In TiCo every titanium atom sits at the centre of a cube of eight cobalt atoms. Suppose that all titanium atoms of the crystal are pushed by the same small distance along a cube edge, while the cobalt atoms and the cell stay where they are. The table follows this shift with density functional theory at the PBEsol level.

TiCo (CsCl type) with its Ti sublattice shifted along [001] in a fixed cubic cell, a = 2.986 Å, not relaxed at this level. Ansatz 0.2.0, plane-wave PAW, PBEsol, scalar-relativistic, collinear spin, cutoff 420 eV, 16×16×16 k mesh, Gaussian smearing of 0.15 eV. Energies are free energies relative to the unshifted crystal; pressure is positive in compression.

```csv
displacement (Å),energy change (eV a cell),force along direction (eV/Å summed over the moved atoms),pressure (GPa),total moment (Bohr magneton a cell)
-0.1,0.022,0.444,-7.13,0.79500
-0.05,0.006,0.224,-7.46,0.80400
0,0.000,0.000,-7.57,0.80700
0.0125,0.000,-0.056,-7.56,0.80700
0.025,0.001,-0.112,-7.54,0.80600
0.0375,0.003,-0.168,-7.51,0.80600
0.0625,0.009,-0.280,-7.40,0.80300
0.075,0.013,-0.335,-7.32,0.80000
0.0875,0.017,-0.390,-7.23,0.79800
```

The displacement $x$ is the shift of titanium from the cube centre. The energy change $E$ is counted from the unshifted crystal, and the force $F$ acts on titanium along the line of the shift, so a force with the sign opposite to $x$ pulls the atom back. The pressure $P$ is positive when the cell is squeezed, and the total moment $M$ is the net magnetisation of the cell. The shifted crystals have lower symmetry than the unshifted one but the same cubic cell, so the rows can be compared.

### (a) The pattern to look for

Read from top to bottom, energy, pressure and moment all turn round at the centre, and two rows have the same printed energy of 0.000 eV. What form must each column take when the shift is very small, and in what order should the rows be read?

**Solution.** Begin with the limit of no shift. The cube of cobalt atoms looks the same from titanium in opposite directions, so a push up and an equal push down give crystals that are mirror images. Their energy, pressure and moment must be equal. None of these quantities can therefore contain a term in $x$ or $x^3$, and the first change that symmetry allows goes as $x^2$:

$$E \approx \tfrac12 k x^2,\qquad F=-\frac{\mathrm dE}{\mathrm dx}\approx -kx .$$

Here $k$ is a spring constant. Pressure and moment likewise start from their central values and change as $x^2$.

The bonds show what this means in chemical terms. Titanium moves as a whole sublattice, so no Ti–Ti or Co–Co distance changes; only the Ti–Co contacts do. At a shift of 0.1 Å four of the nearest contacts become shorter by 0.056 Å and the other four longer by 0.059 Å. What is gained on one side is almost entirely lost on the other, and to first order nothing remains.

The same pairing removes the usual lopsidedness of a bond. A single contact resists squeezing more strongly than stretching, which is why the energy curve of a two-atom molecule is steeper on its short side. That asymmetry is a term in the third power of the change in length. With four contacts squeezed and four stretched, it cancels. The crystal is thus a much better spring than any one of its bonds.

The sign of $x$ can now be dropped, and the rows can be sorted by distance from the centre. They then form an even ladder with steps of 0.0125 Å, in which the row at −0.05 Å fills a gap between the positive shifts and the row at −0.1 Å forms the far end. The energy rises along this ladder, the pressure rises too, and the moment falls. The second zero in the energy column is only rounding: with more digits, the calculation gives 0.35 meV at 0.0125 Å.

The row at −0.05 Å gives a simple test of the sorting, because its two neighbours on the ladder lie on the other side of the centre. Its force has a size of 224.1 meV/Å, and the mean of its neighbours is 224.0 meV/Å. The row fits into its gap. The table has no pair of exactly opposite shifts, so the equality of the two sides rests on the symmetry of the crystal, and this comparison merely agrees with it.

### (b) Does any row break the pattern?

Take the row at −0.05 Å as known and predict the row at −0.1 Å. Does the prediction fail there, or anywhere else along the ladder?

**Solution.** Twice the shift should give twice the force and four times the energy. In the finer digits of the calculation, the row at −0.05 Å has an energy of 5.61 meV. The prediction for −0.1 Å is therefore

$$4\times 5.61\ \text{meV}=22.44\ \text{meV},$$

while the calculation gives 22.34 meV. The prediction is too high by about 0.4 % of the computed energy. The row at −0.05 Å sets the scale, so its own agreement is no test; the other shifted rows are.

At the precision of the table, the energies of all rows agree with this square law. For practical use, one small shift, taken with its finer digits, is enough to give the energy of any other shift in this range to within half a meV. No double well is hidden here either. In a double well the force near the centre would push titanium away from it, whereas all eight shifted rows pull it back.

The force is a sharper witness, because it measures the slope of the energy curve. Doubling 224.1 meV/Å predicts 448.2 meV/Å at −0.1 Å, but the computed force is smaller by 4.1 meV/Å, or about 0.9 %. This is more than rounding. Yet the row is not an outlier, for the shortfall grows step by step through the rows beyond 0.05 Å. It is a gentle bend of the whole curve.

The bend has the form that symmetry prescribes. After $x^2$, the next term allowed in the energy is $x^4$:

$$E=\tfrac12 kx^2+\tfrac14 qx^4,\qquad F=-kx-qx^3 .$$

Relative to the leading term, the correction is $qx^2/k$ in the force but only half of that in the energy. The misses of 0.9 % and 0.4 % have nearly this ratio. Energy and force thus tell the same story, with a negative $q$: the spring softens as it is stretched. The force divided by the distance falls from 4.50 eV/Å² in the innermost shifted row to 4.44 eV/Å² in the outermost.

The pressure follows the square law to better than its last printed digit. The moment follows it least well. Between 0.05 and 0.1 Å, its fall from the central value grows by a factor of 4.3 instead of 4. The excess is only about 0.001 Bohr magnetons, and it too builds up steadily over the outer rows. No single row breaks the pattern in any column.

### (c) Why is the curve so smooth, and where could it break?

A magnetic metal has many electronic states close to the Fermi level, and a moving atom shifts them all. Why does none of this roughness reach the table, and where should one look for a break?

**Solution.** Consider first the opposite limit, a very large shift. After half a cube edge, $2.986/2\approx1.49$ Å, titanium lies in the middle of a cube face, with cobalt placed alike on either side along the line. If the electrons keep that symmetry, the force must vanish there again. The straight line $F=-kx$ can't go on for ever, and the spring has to give way somewhere between the centre and the face.

The table covers only about one fifteenth of that path. On such a short stretch the bonds have changed in length by some 2 %, and a correction that grows as the square of the shift is still small. This explains why the bend is slight. It doesn't prove that softening had to begin at once, since a curve may first stiffen and yield later; that the softening starts early is a result of the calculation.

The way the calculation fills the electronic states can add smoothness of its own. As titanium moves, states near the Fermi level gain or lose occupation. In the limit of perfectly sharp occupation, a band edge that crosses this level can leave a mark in the curvature of the energy. In the limit of very broad occupation, many states are averaged and the mark disappears. The calculation smears the occupation over 0.15 eV, so a fine feature could have been rounded off.

This smearing also limits what can be said about the softening. The energy can be extrapolated to zero smearing from the same electronic states, which raises the value at −0.1 Å by 2.7 %. That is more than the whole departure from the square law. The energy ratio between 0.1 and 0.05 Å moves from 3.983 to 3.991, so roughly half of its distance from 4 goes away. The spring-like behaviour survives the change, but the exact amount of softening shouldn't be trusted without runs at narrower smearing.

The volume of the cell matters as well. The pressure is negative in every row, which means that the crystal is held in a stretched state and would shrink if it were free. Pressure measures how the energy falls as the volume grows, and it rises by 0.44 GPa from the centre to the outermost row. A shift by the same fraction of the cube edge must therefore cost less energy in a larger cell. It follows that the spring of the relaxed, smaller crystal should be stiffer than the one found here, provided that this tendency holds down to the relaxed volume.

A likely place for a true break is the magnetism. Over the whole scan the moment falls by only 1.5 %, and it does so without a jump, which suggests that all rows belong to one magnetic state. Two limits show what a break would look like. If the moment faded continuously to zero, its curve would plunge while energy and force stayed continuous, and only the curvature of the energy could take a step. If the energy curve of another state crossed below this one and the crystal switched there, the moment would jump, the energy would have a kink and the force would take a step.

The moment already falls a little faster than the square law. This alone is no sign of a continuous fading to zero. In the simplest form of such a fading, the square of the moment would fall in proportion to $x^2$, which would lift the factor between 0.05 and 0.1 Å barely above 4, not to 4.3. An $x^4$ term can describe the excess, but the scan ends too soon to show where it leads. There is also a doubt about the starting point. Real TiCo is known as a paramagnet. Functionals of this kind tend to favour magnetism too much in such metals, because they leave out fluctuations of the spins, and the stretched cell is expected to help the moment as well. The magnetic solution found here may also not be the lowest one for this functional. Scans with and without magnetism, both carried to larger shifts, would show whether the two energy curves cross or merge, and at what shift.
